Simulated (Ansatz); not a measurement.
A 4-atom cell of SnO started from a crystallographic database, relaxed with r2SCAN+rVV10. It is tetragonal, P4/nmm (No. 129); a = 3.793 Å, c = 4.758 Å in the conventional setting, 17.11 Å³ an atom. Around Sn lie 4 O at 2.22 Å; around O lie 4 Sn at 2.22 Å.

```cif
data_structure
_symmetry_space_group_name_H-M 'P4/nmm:1'
_symmetry_Int_Tables_number 129
_cell_length_a 3.7926
_cell_length_b 3.7926
_cell_length_c 4.7582
_cell_angle_alpha 90.000
_cell_angle_beta 90.000
_cell_angle_gamma 90.000
_cell_volume 68.44
loop_
_atom_site_label
_atom_site_type_symbol
_atom_site_symmetry_multiplicity
_atom_site_Wyckoff_symbol
_atom_site_fract_x
_atom_site_fract_y
_atom_site_fract_z
_atom_site_occupancy
Sn1 Sn 2 c 0.50000 0.00000 0.24103 1
O1 O 2 a 0.00000 0.00000 0.00000 1
```

The questions ask for values computed with Ansatz 0.2.0 on this geometry. (Simulation; no magnetic order is allowed.)

(1) Is there a gap with LDA, and of what kind?

(2) How does the gap change from LDA to PBE+SOC (6×6×6)?

(3) What does r2SCAN give for the gap (6×6×6 mesh)?

(4) Estimate the gap with HSE06+SOC on 4×4×4.

## Answers

(1) With LDA the valence top at M–Γ (0.90 of the way from M) and the conduction bottom at M reach the same energy, so the least gap is zero; the least direct gap is 1.91 eV.

(2) PBE+SOC gives no gap: the lowest nominally empty band dips 0.09 eV below the top of the last filled one (its bottom at M, the top at M–Γ (0.90 of the way from M)), so the cell is a metal or semimetal at this level. Spin-orbit coupling itself accounts for 0.00 eV.

(3) r2SCAN gives an indirect gap of 0.02 eV, from Γ to M; the least direct gap is 2.21 eV at M. (With 0.02 eV of smearing so small a gap leaves both edges partly filled, and it could close between the points sampled.)

(4) With HSE06+SOC the valence top lies at Γ and the conduction bottom at M, 0.23 eV higher; the smallest vertical gap, at M, is 2.57 eV. Spin-orbit coupling itself accounts for -0.01 eV.

Only the levels marked +SOC include spin-orbit coupling.

Where an edge lies off the special points, it is a point of the mesh or the k point where a search put PBE's edge or least direct gap, reused for the other functionals, whose own edges may lie a little apart.

The meshes of the hybrids are coarse, so their gaps aren't converged to the digits shown.
